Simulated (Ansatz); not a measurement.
Te2Mo under changes of volume

One of the cells (133.495 Å³/atom); the others are scaled copies at fixed shape and fractional positions:

```
Te Mo
1.0
     6.36161    0.00000    0.00000
     0.00000    3.48040    0.00000
    -0.08574    0.00000   36.17589
Te Mo
4 2
Direct
  0.42925 0.75000 0.54070
  0.57075 0.25000 0.45930
  0.92085 0.25000 0.55653
  0.07915 0.75000 0.44347
  0.18135 0.25000 0.49747
  0.81865 0.75000 0.50253
```

| Property | Result |
| --- | --- |
| Program | Ansatz 0.2.0 |
| Functional | PBE |
| Potentials or basis | JTH PAW |
| Cutoff | 1800 eV (not typed: the program's choice for these potentials) |
| k mesh | 4 × 8 × 1 |
| Occupations | fermi-dirac, width 0.05 eV |
| Spin | no spin polarisation |

```csv
volume (Å³/atom),energy over the lowest point (meV/atom),largest force (eV/Å)
125.485,47.39,1.591
128.155,24.44,1.172
130.825,9.43,0.786
133.495,1.53,0.431
136.165,0.00,0.105
138.835,4.18,0.215
141.505,?,?
```

Q: What does the run at 141.505 Å³/atom give?

A: Energy over the lowest point 13.46 meV/atom; largest force 0.477 eV/Å.

Worked out: A Birch-Murnaghan fit of order 3 (a polynomial in V^(-2/3)) to the other rows has its minimum at 135.50 Å³/atom with B0 = V·E''(V) = 17.8 GPa and B' = 4.5 at fixed shape and positions, which overstates the stiffness. It gives 13.48 meV/atom at 141.505 Å³/atom, against the run's 13.46.

Energies are extrapolated to zero smearing.
